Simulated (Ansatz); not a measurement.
Input and command of a plane-wave DFT calculation in Ansatz:

```yaml
crystal:
  lattice:
    - [5.5739975432, 5.5739975432, 5.5739975432]
    - [5.5739975432, -5.5739975432, -5.5739975432]
    - [-5.5739975432, 5.5739975432, -5.5739975432]
  atoms:
    - { symbol: Ba, position: [0.0, 0.0, 0.0] }
    - { symbol: Ba, position: [0.75, 0.75, 0.5] }
    - { symbol: Ba, position: [0.25, 0.0, 0.75] }
    - { symbol: Ba, position: [0.0, 0.75, 0.25] }
    - { symbol: Ba, position: [0.5, 0.0, 0.5] }
    - { symbol: Ba, position: [0.25, 0.75, 0.0] }
    - { symbol: Ba, position: [0.75, 0.5, 0.75] }
    - { symbol: Ba, position: [0.0, 0.5, 0.5] }
    - { symbol: Ba, position: [0.5, 0.75, 0.75] }
    - { symbol: Ba, position: [0.75, 0.25, 0.0] }
    - { symbol: Ba, position: [0.25, 0.5, 0.25] }
    - { symbol: Ba, position: [0.5, 0.5, 0.0] }
    - { symbol: Ba, position: [0.0, 0.25, 0.75] }
    - { symbol: Ba, position: [0.25, 0.25, 0.5] }
    - { symbol: Ba, position: [0.5, 0.25, 0.25] }
    - { symbol: O, position: [0.5, 0.75, 0.25], spin: 0.333 }
    - { symbol: O, position: [0.75, 0.75, 0.0], spin: 0.333 }
    - { symbol: O, position: [0.5, 0.5, 0.5] }
    - { symbol: O, position: [0.0, 0.75, 0.75] }
    - { symbol: O, position: [0.75, 0.5, 0.25] }
    - { symbol: O, position: [0.25, 0.75, 0.5] }
    - { symbol: O, position: [0.0, 0.5, 0.0] }
    - { symbol: O, position: [0.5, 0.25, 0.75] }
    - { symbol: O, position: [0.75, 0.25, 0.5], spin: 0.333 }
    - { symbol: O, position: [0.25, 0.5, 0.75] }
    - { symbol: O, position: [0.5, 0.0, 0.0], spin: 0.333 }
    - { symbol: O, position: [0.0, 0.25, 0.25], spin: 0.333 }
    - { symbol: O, position: [0.25, 0.25, 0.0] }
    - { symbol: O, position: [0.75, 0.0, 0.75] }
    - { symbol: O, position: [0.0, 0.0, 0.5], spin: 0.333 }
    - { symbol: O, position: [0.25, 0.0, 0.25] }
  host:
    lattice:
      - [0.0, 2.7869987716, 2.7869987716]
      - [2.7869987716, 0.0, 2.7869987716]
      - [2.7869987716, 2.7869987716, 0.0]
    atoms:
      - { symbol: Ba, position: [0.0, 0.0, 0.0] }
      - { symbol: O, position: [0.5, 0.5, 0.5] }
basis:
  ecutwfc: 420
  xc_grid: 2
kpoints:
  mp_grid: { grid: [2, 2, 2], shift: [0.5, 0.5, 0.5] }
hamiltonian:
  xc: pbe
scf:
  occupations: { method: gaussian, width: 0.01 }
output:
  forces: true
  stress: false
  eigenvalues: true
  populations: true
  charged_corrections: { defect_position: [0.75, 0.0, 0.25] }
  write_density: true
  write_potential: true
  elf: true
  volumetric_format: npy
magnetization:
  spin_polarized: true
relax:
  adjacent_minimum: "off"
  f_tol: 0.025
  max_steps: 45
```

```bash
ansatz run input.yaml --threads 4 --pin off --max-ram 6144MiB --backend cpu --events-out ev --progress --plain --runs-dir out
```

Processor: Arm Neoverse V2, 4 threads, on a host shared with other jobs.

Q: Estimate time, memory and problem size.

A: About 81 s on 4 threads of Arm Neoverse V2, on a shared host, peak memory 2.2 GiB. It solves 155 bands at 2 k points (the mesh reduced by the symmetry that the task leaves, which can be less than the crystal's) with about 13571 plane waves, in 63 SCF iterations over 5 ionic steps.
